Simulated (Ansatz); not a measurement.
# Effect of uniaxial strain ε_zz = −0.71 % on Sb2Te3

The parent structure is Sb$_{2}$Te$_{3}$ in the Bi2Te3 type structure (space group R-3m, No. 166; a = 4.2764 Å, c = 29.8258 Å (hexagonal axes)). Axes: x lies along a and z along c of the hexagonal cell.

Now apply this change: uniaxial strain ε_zz = −0.71 %, all other strain components held at zero, atoms relaxed at fixed cell.

All numbers come from PBE-D3(BJ) in Ansatz (plane waves to 420 eV, PAW, no SOC), earlier PAW set. Γ-centred 9×9×9 mesh, Fermi–Dirac width 0.05 eV.

- Volume per atom = 31.27 Å³ (base 31.49 Å³)
- Space group = R-3m (No. 166) (base R-3m (No. 166))
- Shortest interatomic distance = 3.003 Å (base 3.005 Å)
- Energy relative to the base (free energy F) = +0.3 meV/atom
- Pressure (mean of the normal stresses, compression positive) = 0.27 GPa (base 0.00 GPa)
- Band gap = 0.09 eV (uncertain: the edges found look like a band crossing or inverted bands; both cells) (base 0.09 eV)
- Stress (xx, yy, zz, yz, xz, xy; compression positive) = (0.21, 0.21, 0.40, 0.00, 0.00, 0.00) GPa

Final structure:

```yaml
crystal:
  lattice:
    - [2.13822, 1.23450, 9.87135]
    - [-2.13822, 1.23450, 9.87135]
    - [0.00000, -2.46900, 9.87135]
  atoms:
    - { symbol: Sb, position: [0.39927, 0.39927, 0.39927] }
    - { symbol: Sb, position: [0.60073, 0.60073, 0.60073] }
    - { symbol: Te, position: [0.00000, 0.00000, 0.00000] }
    - { symbol: Te, position: [0.20967, 0.20967, 0.20967] }
    - { symbol: Te, position: [0.79033, 0.79033, 0.79033] }
```

Spin-orbit coupling, missing from the scalar runs, can matter with Sb and Te. Stability against distortions was not tested. The zero or small gap of Sb2Te3 can change with the level of theory.

Ansatz is a program for electronic structure.
